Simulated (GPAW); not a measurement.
# Al (Im-3m) in GPAW: convergence with plane-wave cutoff (eV)

Aim: find how far plane-wave cutoff (eV) must go before the results for Al settle, at PBE. This setting moves, with any that are tied to it; all else stays.

All numbers are computed with GPAW 26.7.0; they aren't measurements. Logs are shortened: lines on timing, memory, paths and dates and some standing lists are left out, and cuts for length are marked. The log counts tension as positive stress, the text compression.

## (1) The structure

The structure is cubic, space group Im-3m (No. 229). Conventional cell: a = 3.182 Å, b = 3.182 Å, c = 3.182 Å, α = 90.00°, β = 90.00°, γ = 90.00°. Al (site symmetry m-3m) has 8 Al at 2.76 Å as nearest neighbours.

This isn't the form of Al at room conditions, which is fcc.

## (2) With plane-wave cutoff (eV) 200

Contents of run.py:

```python
from ase.dft.bandgap import bandgap
from ase.io import read, write
from ase.units import GPa
from gpaw import GPAW, PW

atoms = read('Al.xyz')

calc = GPAW(mode=PW(200),
            xc='PBE',
            kpts={'size': (12, 12, 12), 'gamma': True},
            occupations={'name': 'fermi-dirac', 'width': 0.05},
            nbands=7,
            convergence={'density': 1e-05, 'energy': 1e-05},
            maxiter=100,
            txt='gpaw.txt')
atoms.calc = calc
energy = atoms.get_potential_energy()
forces = atoms.get_forces()
stress = atoms.get_stress()
calc.write('gs.gpw')
write('result.traj', atoms)
print(f'Energy: {energy:.6f} eV')
print('Forces (eV/A):')
print(forces.round(4))
print('Stress (GPa):', (stress / GPa).round(3))
print('Fermi level:', round(calc.get_fermi_level(), 4), 'eV')
print(f'Gap: {bandgap(calc)[0]:.4f} eV, direct: {bandgap(calc, direct=True)[0]:.4f} eV')
```

Contents of Al.xyz:

```xyz
1
Lattice="-1.5912186900 1.5912186900 1.5912186900 1.5912186900 -1.5912186900 1.5912186900 1.5912186900 1.5912186900 -1.5912186900" Properties=species:S:1:pos:R:3 pbc="T T T"
Al     0.0000000000      0.0000000000      0.0000000000
```

Potentials or basis: GPAW PAW data sets (gpaw-data 1.2.1), pw.

Run with:

```bash
$ OMP_NUM_THREADS=1 python run.py
```

gpaw.txt:

```text
__  _  _
 | _ |_)|_||  |
 |__||  | ||/\| - 26.7.0

Input parameters:
  mode=PW(ecut=200.0),
  convergence={'density': 1e-05, 'energy': 1e-05},
  kpts=MonkhorstPack(size=(12, 12, 12), gamma=True),
  maxiter=100,
  nbands=7,
  occupations=Occupations(name='fermi-dirac', width=0.05),
  xc=XC(name='PBE')

Diagonalizing LCAO Hamiltonian
Converting LCAO to pw mode

       Al

Atoms  # Å, Bohr magnetons
|   | symbol |        x |        y |        z |    initial magnetic moments |
|---|--------|----------|----------|----------|-----------------------------|
| 0 |     Al | 0.000000 | 0.000000 | 0.000000 | ( 0.0000,  0.0000,  0.0000) |

Unit cell  # Å
| periodic |         x |         y |         z |  lengths |     angles |
|----------|-----------|-----------|-----------|----------|------------|
|      yes | -1.591219 |  1.591219 |  1.591219 | 2.756072 | 109.471221 |
|      yes |  1.591219 | -1.591219 |  1.591219 | 2.756072 | 109.471221 |
|      yes |  1.591219 |  1.591219 | -1.591219 | 2.756072 | 109.471221 |

Number of symmetries: 48
Symmetry operations  # r_c * U_cc + t_c -> r_c
|    | kind |            matrix            |
|----|------|------------------------------|
|  0 |  σ   |  1, 1, 1,  0, 0,-1,  0,-1, 0 |
|  1 |  C4  |  1, 1, 1,  0, 0,-1, -1, 0, 0 |
|  2 |  C2  |  1, 1, 1,  0,-1, 0,  0, 0,-1 |
|  3 |  S6  |  1, 1, 1,  0,-1, 0, -1, 0, 0 |
|  4 |  S6  |  1, 1, 1, -1, 0, 0,  0, 0,-1 |
|  5 |  C4  |  1, 1, 1, -1, 0, 0,  0,-1, 0 |
|  6 |  E   |  1, 0, 0,  0, 1, 0,  0, 0, 1 |
|  7 |  σ   |  1, 0, 0,  0, 1, 0, -1,-1,-1 |
|  8 |  σ   |  1, 0, 0,  0, 0, 1,  0, 1, 0 |
|  9 |  C3  |  1, 0, 0,  0, 0, 1, -1,-1,-1 |
| 10 |  C3  |  1, 0, 0, -1,-1,-1,  0, 1, 0 |
| 11 |  σ   |  1, 0, 0, -1,-1,-1,  0, 0, 1 |
| 12 |  σ   |  0, 1, 0,  1, 0, 0,  0, 0, 1 |
| 13 |  C2  |  0, 1, 0,  1, 0, 0, -1,-1,-1 |
| 14 |  C3  |  0, 1, 0,  0, 0, 1,  1, 0, 0 |
| 15 |  S4  |  0, 1, 0,  0, 0, 1, -1,-1,-1 |
| 16 |  S4  |  0, 1, 0, -1,-1,-1,  1, 0, 0 |
| 17 |  C3  |  0, 1, 0, -1,-1,-1,  0, 0, 1 |
| 18 |  C3  |  0, 0, 1,  1, 0, 0,  0, 1, 0 |
| 19 |  S4  |  0, 0, 1,  1, 0, 0, -1,-1,-1 |
| 20 |  σ   |  0, 0, 1,  0, 1, 0,  1, 0, 0 |
| 21 |  C3  |  0, 0, 1,  0, 1, 0, -1,-1,-1 |
| 22 |  C2  |  0, 0, 1, -1,-1,-1,  1, 0, 0 |
| 23 |  S4  |  0, 0, 1, -1,-1,-1,  0, 1, 0 |
| 24 |  C4  |  0, 0,-1,  1, 1, 1,  0,-1, 0 |
| 25 |  σ   |  0, 0,-1,  1, 1, 1, -1, 0, 0 |
| 26 |  S6  |  0, 0,-1,  0,-1, 0,  1, 1, 1 |
| 27 |  C2  |  0, 0,-1,  0,-1, 0, -1, 0, 0 |
| 28 |  C4  |  0, 0,-1, -1, 0, 0,  1, 1, 1 |
| 29 |  S6  |  0, 0,-1, -1, 0, 0,  0,-1, 0 |
| 30 |  S6  |  0,-1, 0,  1, 1, 1,  0, 0,-1 |
| 31 |  C4  |  0,-1, 0,  1, 1, 1, -1, 0, 0 |
| 32 |  C4  |  0,-1, 0,  0, 0,-1,  1, 1, 1 |
| 33 |  S6  |  0,-1, 0,  0, 0,-1, -1, 0, 0 |
| 34 |  σ   |  0,-1, 0, -1, 0, 0,  1, 1, 1 |
| 35 |  C2  |  0,-1, 0, -1, 0, 0,  0, 0,-1 |
| 36 |  C2  | -1, 0, 0,  1, 1, 1,  0, 0,-1 |
| 37 |  S6  | -1, 0, 0,  1, 1, 1,  0,-1, 0 |
| 38 |  S6  | -1, 0, 0,  0, 0,-1,  1, 1, 1 |
| 39 |  C2  | -1, 0, 0,  0, 0,-1,  0,-1, 0 |
| 40 |  C2  | -1, 0, 0,  0,-1, 0,  1, 1, 1 |
| 41 |  i   | -1, 0, 0,  0,-1, 0,  0, 0,-1 |
| 42 |  S4  | -1,-1,-1,  1, 0, 0,  0, 1, 0 |
| 43 |  C3  | -1,-1,-1,  1, 0, 0,  0, 0, 1 |
| 44 |  C3  | -1,-1,-1,  0, 1, 0,  1, 0, 0 |
| 45 |  σ   | -1,-1,-1,  0, 1, 0,  0, 0, 1 |
| 46 |  S4  | -1,-1,-1,  0, 0, 1,  1, 0, 0 |
| 47 |  C2  | -1,-1,-1,  0, 0, 1,  0, 1, 0 |

BZ-sampling:
  Number of BZ points: 1728
  Number of IBZ points: 72

  Monkhorst-Pack size: [12, 12, 12]
  Monkhorst-Pack shift: [0.041666666666666664, 0.041666666666666664, 0.041666666666666664]

K-points  # in reciprocal-cell coordinates
|     |                                coordinates |     weight |
|-----|--------------------------------------------|------------|
|   0 | ( -0.00000000,  -0.00000000,  -0.00000000) | 0.00057870 |
|   1 | (  0.08333333,  -0.00000000,  -0.00000000) | 0.00694444 |
|   2 | (  0.08333333,   0.08333333,  -0.08333333) | 0.00347222 |
|   3 | (  0.16666667,  -0.00000000,  -0.08333333) | 0.01388889 |
|   4 | (  0.16666667,  -0.00000000,  -0.00000000) | 0.00694444 |
|   5 | (  0.16666667,   0.08333333,  -0.08333333) | 0.01388889 |
|   6 | (  0.16666667,   0.16666667,  -0.16666667) | 0.00347222 |
|   7 | (  0.25000000,  -0.08333333,  -0.08333333) | 0.00462963 |
|   8 | (  0.25000000,  -0.00000000,  -0.08333333) | 0.02777778 |
|   9 | (  0.25000000,  -0.00000000,  -0.00000000) | 0.00694444 |
| ... |                                            |            |
|  71 | (  0.50000000,   0.50000000,   0.50000000) | 0.00057870 |

Plane wave coefficients: 116
Cutoff: 200.0 eV

Spin-components: 1 (collinear spins)
Bands:           7
Projectors:      5
Spin-degeneracy: 2
Datatype:        complex128

Parallelization:
  kpt:    1
  domain: 1
  band:   1

Density:
  Valence electrons: 3.0
  Components: 1
  Grid points: [9 9 9]
  Charge: 0.0  # |e|

Potential:
  Grid points: [9 9 9]

species:
  Al:
    name:    Aluminium
    Z:       13.0
    valence: 3
    core:    10
    charge:  0.0  # [|e|]
    compensation charges:
      type: gauss
      rc: 0.34  # [Å]
      lmax: 2
    cutoffs:
      filter: 1.91  # [Å]
      core: 2.36  # [Å]
    projectors
    | kind |    occ | energy [eV] | rcut [Å] |
    |------|--------|-------------|----------|
    |   3s |  2.000 |      -7.753 |    1.085 |
    |   3p |  1.000 |      -2.712 |    1.085 |
    |    s |        |      19.459 |    1.085 |
    |    p |        |      24.499 |    1.085 |
    |    d |        |       0.000 |    1.085 |

    Using partial waves for Al as LCAO basis

Reference energy: -6603.423265  # eV

eigensolver:
  PPCG
  Converge bands: occupied
  niter=2

density mixing:
  MSR1-Mixer
  Pratt-step length: 0.05
  Maximum mixing coefficient: 0.75
  Old densities: 10
  SVD Regularization: 0.005
  Good broyden scale: 1.0
  Trust region scale: 1.0
  Backstep threshold: 4.0
  History deletion threshold: 6.0
  Fourier metric: weight=20.0, sigma=0.015

occupation numbers:
  Fermi-Dirac:
    width: 0.0500  # eV

poisson solver:
  ecut: 1600.0  # eV

xc functional:
  name: PBE with 2 nearest neighbor stencil

convergence criteria:
- Maximum integral of absolute [dens]ity change: 1e-05 electrons / valence electron
- Maximum [total energy] change in last 3 cyles: 1e-05 eV / valence electron
- Maximum integral of absolute [eigenst]ate change: 4e-08 eV^2 / valence electron
maximum number of iterations: 100

SCF iterations
|iter     | |      energy | eigst |  dens |
|---------|-|-------------|-------|-------|
|iter:   1| |   -3.623177 | -0.26 |       |
|iter:   2| |   -3.623222 | -3.55 | -0.99 |
|iter:   3| |   -3.621842 | -3.39 | -1.01 |
|iter:   4| |   -3.622316 | -4.02 | -1.58 |
|iter:   5| |   -3.622339 | -5.93 | -2.82 |
|iter:   6| |   -3.622343c| -6.44 | -3.22 |
|iter:   7| |   -3.622343c| -8.63c| -4.77 |
|iter:   8| |   -3.622343c| -9.09c| -5.24c|

Converged in 8 steps
Energy contributions relative to reference atoms: (reference = -6603.423265)

Energy contributions:
  Kinetic:           5.102945
  Coulomb:          -2.856687
  Zero:             -0.017336
  External:          0.000000
  Xc:               -5.849202
  Entropy:          -0.004124
  Spinorbit:         0.000000
  ----------------------------
  Free energy:      -3.624405
  Extrapolated:     -3.622343

dipole moment: (-2.731161, -2.731161, -2.731161)  # |e|*Ang

Fermi level: 7.377
Eigenvalues  # (at kpt = [-0.000, -0.000, -0.000])
| band index |      eig [eV] | occ [0-2] |
|------------|---------------|-----------|
|          0 |        -3.907 |     2.000 |
|          1 |        20.835 |     0.000 |
|          2 |        20.835 |     0.000 |
|          3 |        20.835 |     0.000 |
|          4 |        22.453 |     0.000 |
|          5 |        22.453 |     0.000 |
|          6 |        22.453 |     0.000 |

No gap
No difference between direct/indirect transitions

Forces  # eV/Ang
|        x |        y |       z |
|----------|----------|---------|
| -0.00000 | -0.00000 | 0.00000 |  # Al   0

Stress tensor  # eV/Ang^3
|         x |         y |         z |
|-----------|-----------|-----------|
| -0.024572 | -0.000000 | -0.000000 |
| -0.000000 | -0.024572 |  0.000000 |
| -0.000000 |  0.000000 | -0.024572 |

# Writing to gs.gpw (mode='')
```

stdout:

```text
Energy: -3.622343 eV
Forces (eV/A):
[[-0. -0.  0.]]
Stress (GPa): [-3.937 -3.937 -3.937  0.    -0.    -0.   ]
Fermi level: 7.3771 eV
Gap: 0.0000 eV, direct: 0.0000 eV
```

Run time: 3.8 s. Hardware: 1 thread of Arm Neoverse V1, shared host; peak memory 0.11 GiB.

What came out:

```yaml
Free_energy: -3.6244 eV
Pressure: 3.9 GPa
Band_gap_on_the_k_mesh: none (metal or under the smearing width)
```

## (3) With plane-wave cutoff (eV) 250

Edit run.py of step 2 so:

```diff
@@ -7,3 +7,3 @@
 
-calc = GPAW(mode=PW(200),
+calc = GPAW(mode=PW(250),
             xc='PBE',
```

Al.xyz is that of step 2.

Potentials or basis: GPAW PAW data sets (gpaw-data 1.2.1), pw.

Run with:

```bash
$ OMP_NUM_THREADS=1 python run.py
```

It took 4 s on 1 thread of Arm Neoverse V1, shared host; peak memory 0.11 GiB.

What came out:

* Free energy: -3.6264 eV
* Pressure: 4.0 GPa
* Band gap on the k mesh: none (metal or under the smearing width)

## (4) With plane-wave cutoff (eV) 300

Edit run.py of step 3 so:

```diff
@@ -7,3 +7,3 @@
 
-calc = GPAW(mode=PW(250),
+calc = GPAW(mode=PW(300),
             xc='PBE',
```

Al.xyz is that of step 3.

Run with:

```bash
$ OMP_NUM_THREADS=1 python run.py
```

It took 4.2 s on 1 thread of Arm Neoverse V1, shared host; peak memory 0.12 GiB.

Results:

```yaml
Free_energy: -3.6274 eV
Pressure: 4.0 GPa
Band_gap_on_the_k_mesh: none (metal or under the smearing width)
```

## (5) With plane-wave cutoff (eV) 350

Edit run.py of step 4 so:

```diff
@@ -7,3 +7,3 @@
 
-calc = GPAW(mode=PW(300),
+calc = GPAW(mode=PW(350),
             xc='PBE',
```

Al.xyz is that of step 4.

Run with:

```bash
$ OMP_NUM_THREADS=1 python run.py
```

It took 4.3 s on 1 thread of Arm Neoverse V1, shared host; peak memory 0.12 GiB.

Results:

```
Free energy            : -3.6279 eV
Pressure               : 4.0 GPa
Band gap on the k mesh : none (metal or under the smearing width)
```

## (6) With plane-wave cutoff (eV) 400

Edit run.py of step 5 so:

```diff
@@ -7,3 +7,3 @@
 
-calc = GPAW(mode=PW(350),
+calc = GPAW(mode=PW(400),
             xc='PBE',
```

Al.xyz is that of step 5.

Potentials or basis: GPAW PAW data sets (gpaw-data 1.2.1), pw.

Run with:

```bash
$ OMP_NUM_THREADS=1 python run.py
```

It took 4.9 s on 1 thread of Arm Neoverse V1, shared host; peak memory 0.12 GiB.

What came out:

```yaml
Free_energy: -3.6281 eV
Pressure: 4.0 GPa
Band_gap_on_the_k_mesh: none (metal or under the smearing width)
```

## (7) With plane-wave cutoff (eV) 500

Edit run.py of step 6 so:

```diff
@@ -7,3 +7,3 @@
 
-calc = GPAW(mode=PW(400),
+calc = GPAW(mode=PW(500),
             xc='PBE',
```

Al.xyz is that of step 6.

Run with:

```bash
$ OMP_NUM_THREADS=1 python run.py
```

Wall time 5.3 s (1 thread of Arm Neoverse V1, shared host); peak memory 0.12 GiB.

The run converged. Its results:

* Free energy: -3.6285 eV
* Pressure: 4.0 GPa
* Band gap on the k mesh: none (metal or under the smearing width)

## (8) With plane-wave cutoff (eV) 600

Edit run.py of step 7 so:

```diff
@@ -7,3 +7,3 @@
 
-calc = GPAW(mode=PW(500),
+calc = GPAW(mode=PW(600),
             xc='PBE',
```

Al.xyz is that of step 7.

Run with:

```bash
$ OMP_NUM_THREADS=1 python run.py
```

Wall time 5.6 s (1 thread of Arm Neoverse V1, shared host); peak memory 0.13 GiB.

Results (log left out):

```yaml
Free_energy: -3.6287 eV
Pressure: 4.0 GPa
Band_gap_on_the_k_mesh: none (metal or under the smearing width)
```

## (9) With plane-wave cutoff (eV) 800

Edit run.py of step 8 so:

```diff
@@ -7,3 +7,3 @@
 
-calc = GPAW(mode=PW(600),
+calc = GPAW(mode=PW(800),
             xc='PBE',
```

Al.xyz is that of step 8.

Potentials or basis: GPAW PAW data sets (gpaw-data 1.2.1), pw.

Run with:

```bash
$ OMP_NUM_THREADS=1 python run.py
```

Wall time 8.7 s (1 thread of Arm Neoverse V1, shared host); peak memory 0.14 GiB.

It converged, with:

- Free energy: -3.6289 eV
- Pressure: 4.0 GPa
- Band gap on the k mesh: none (metal or under the smearing width)

## (10) With plane-wave cutoff (eV) 1000

Edit run.py of step 9 so:

```diff
@@ -7,3 +7,3 @@
 
-calc = GPAW(mode=PW(800),
+calc = GPAW(mode=PW(1000),
             xc='PBE',
```

Al.xyz is that of step 9.

Run with:

```bash
$ OMP_NUM_THREADS=1 python run.py
```

Wall time 12 s (1 thread of Arm Neoverse V1, shared host); peak memory 0.15 GiB.

It converged, with:

```
Free energy            : -3.6289 eV
Pressure               : 4.0 GPa
Band gap on the k mesh : none (metal or under the smearing width)
```

## (11) The series at a glance

| plane-wave cutoff (eV) | energy less the tightest run, at zero smearing (meV/atom) | pressure (GPa) | SCF cycles | CPU time (s) | peak memory (GiB) |
| --- | --- | --- | --- | --- | --- |
| 200 | 4.52 | 3.94 | 8 | 3.8 | 0.11 |
| 250 | 2.50 | 3.95 | 8 | 4 | 0.11 |
| 300 | 1.52 | 3.97 | 8 | 4.2 | 0.12 |
| 350 | 1.06 | 3.98 | 8 | 4.3 | 0.12 |
| 400 | 0.80 | 3.98 | 8 | 4.9 | 0.12 |
| 500 | 0.44 | 3.99 | 8 | 5.3 | 0.12 |
| 600 | 0.27 | 3.99 | 8 | 5.6 | 0.13 |
| 800 | 0.06 | 3.99 | 8 | 8.7 | 0.14 |
| 1000 | 0.00 | 3.99 | 8 | 12 | 0.15 |

Against the tightest run, the energy stays within 1 meV/atom from 400 on; the pressure stays within 0.1 GPa from 200 on. The tightest run that finished is the yardstick and may itself not be fully converged.
